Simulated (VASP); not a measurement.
Write the native input for VASP 6.6.1 that does the following.

```yaml
Task: band structure
Functional: PBE
Dispersion: D3(BJ)
Potentials_or_basis: VASP PAW PBE potentials, release 64 (Bi_d)
Cutoff: 520 eV
k_mesh: 12 × 12 × 10
Occupations: methfessel-paxton, width 0.1 eV
Spin: no spin polarisation
Further_INCAR_settings: ALGO = Fast; EDIFF = 1e-06; NBANDS = 22
```

The structure of Bi lies in POSCAR:

```
Bi                                      
1.0
    2.2656626712      1.3080809576      3.8879168449
   -2.2656626712      1.3080809576      3.8879168449
    0.0000000000     -2.6161619055      3.8879168449
  Bi            
     2
Direct
     0.2372661059115935    0.2372661059115935    0.2372661059115934
     0.7627338940884066    0.7627338940884066    0.7627338940884066
```

These files were run (other wordings do the same):

INCAR

```
PREC     = Accurate       # precision mode
ENCUT    = 520            # plane-wave cutoff, eV
EDIFF    = 1E-6           # SCF threshold, eV
ISMEAR   = 1              # smearing method
SIGMA    = 0.1            # smearing width, eV
LREAL    = False          # projectors in reciprocal space
LASPH    = True           # aspherical terms in the spheres
NELM     = 80             # most SCF steps
ALGO     = Fast           # electronic algorithm
ISIF     = 2              # what is computed and relaxed
LWAVE    = False          # write WAVECAR
LCHARG   = False          # write CHGCAR
GGA      = PE             # functional
IVDW     = 12             # dispersion correction
NBANDS   = 22             # bands
ICORELEVEL= 1
```

KPOINTS

```
Automatic mesh
0
Gamma
  12 12 10
```

KPOINTS_OPT

```
explicit points
188
Reciprocal
 0.0000000000  0.0000000000  0.0000000000 1
 0.0263157895  0.0000000000  0.0000000000 1
 0.0526315789  0.0000000000  0.0000000000 1
 0.0789473684  0.0000000000  0.0000000000 1
 0.1052631579  0.0000000000  0.0000000000 1
 0.1315789474  0.0000000000  0.0000000000 1
[... 180 lines left out ...]
 0.6298282752  0.6298282752  0.2403434497 1
 0.6298282752  0.3701717248  0.0000000000 1
```

Potentials or basis: VASP PAW PBE potentials, release 64 (Bi_d).

Launch:

```sh
$ cat potpaw_PBE.64/Bi_d/POTCAR > POTCAR
$ mpirun -np 1 vasp_std > vasp.out
```

It gave:

The pressure is 0.0 GPa and the band gap along the path is none (metal or under the smearing width). The dispersion energy per atom is -0.462 eV.

Caveat: spin-orbit coupling is left out, which moves the levels of the heavy elements; pairwise dispersion overbinds metals, which lowers pressure and volume.

Wall time 14 min on 1 thread of Intel(R) Xeon(R) Platinum 8259CL CPU @ 2.50GHz (Skylake/Cascade Lake), on a shared host, peak memory 0.84 GiB.
